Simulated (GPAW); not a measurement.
AlNi:

```xyz
2
Lattice="2.8810 0.0000 0.0000 0.0000 2.8810 0.0000 0.0000 0.0000 2.8810" Properties=species:S:1:pos:R:3 pbc="T T T"
Ni    1.4405    1.4405    1.4405
Al    0.0000    0.0000    0.0000
```

Base run:

- Program: GPAW 26.7.0
- Functional: r2SCAN
- Potentials or basis: GPAW PAW data sets (gpaw-data 1.2.1)
- Cutoff: 600 eV
- Basis: pw
- k mesh: 7 × 7 × 7
- Occupations: fermi-dirac, width 0.05 eV
- Spin: collinear spin, ferromagnetic start
- Starting moments: [1.0, 0.0] μB

Its results: pressure -1.7 GPa; net moment 0.00 μB per cell.

The run is repeated on the same cell with these changes: functional from r2SCAN to PBEint; potentials or basis from GPAW PAW data sets (gpaw-data 1.2.1) to PAW data sets generated in the run's folder for this functional. What comes out?

Pressure -0.1 GPa; net moment 0.00 μB per cell.

Caveats: the stock nickel data set gives pressures a few GPa off other programs; the PAW data sets were made with another functional, which shifts forces and pressure a little (some runs).

Not every run made on this cell is shown here.
